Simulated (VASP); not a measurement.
Be: relaxation of shape and atoms at fixed volume with LDA

Be:

```
Be
1.0
     2.24139    0.00000    0.00000
    -1.12069    1.94110    0.00000
     0.00000    0.00000    3.54894
Be
2
Cartesian
  0.0000 1.2941 0.8872
  1.1207 0.6470 2.6617
```

The cell isn't the ideal one: a relaxed cell with its volume scaled by 1.02.

| Property | Result |
| --- | --- |
| Program | VASP 6.6.1 |
| Task | relaxation of shape and atoms at fixed volume |
| Functional | LDA |
| Potentials or basis | VASP PAW LDA potentials, release 64 (Be) |
| Cutoff | 600 eV |
| k mesh | 18 × 18 × 10 |
| Occupations | methfessel-paxton, width 0.1 eV |
| Spin | no spin polarisation |
| Further INCAR settings | ALGO = Normal; EDIFF = 1e-07; IBRION = 2; EDIFFG = -0.01; NSW = 40; ISIF = 4 |

```json
{
 "Energy gained by relaxing": "0.0 meV/atom",
 "Ionic steps": "2",
 "Pressure after relaxing": "-2.5 GPa",
 "Band gap on the k mesh": "none (metal or under the smearing width)"
}
```

Final structure:
```
Be
1.0
     2.24194    0.00000    0.00000
    -1.12097    1.94158    0.00000
     0.00000    0.00000    3.54719
Be
2
Cartesian
  0.0000 1.2944 0.8868
  1.1210 0.6472 2.6604
```

Levels at points of the mesh, in eV from the Fermi level:
```csv
k point,band 1,band 2,band 3,band 4,band 5,band 6
"(0.00, 0.00, 0.00)",-11.51,-4.75,1.05,15.95,15.95,18.81
"(0.50, 0.00, 0.00)",-5.23,-3.26,3.45,6.40,6.68,9.33
"(0.00, 0.00, 0.50)",-9.37,-9.37,10.54,10.54,17.58,17.58
"(0.50, 0.00, 0.50)",-3.87,-3.87,1.58,1.58,11.94,11.94
```

Run time: 14 s on 1 thread of Intel(R) Xeon(R) Platinum 8488C (Sapphire Rapids), on a shared host, peak memory 0.13 GiB.
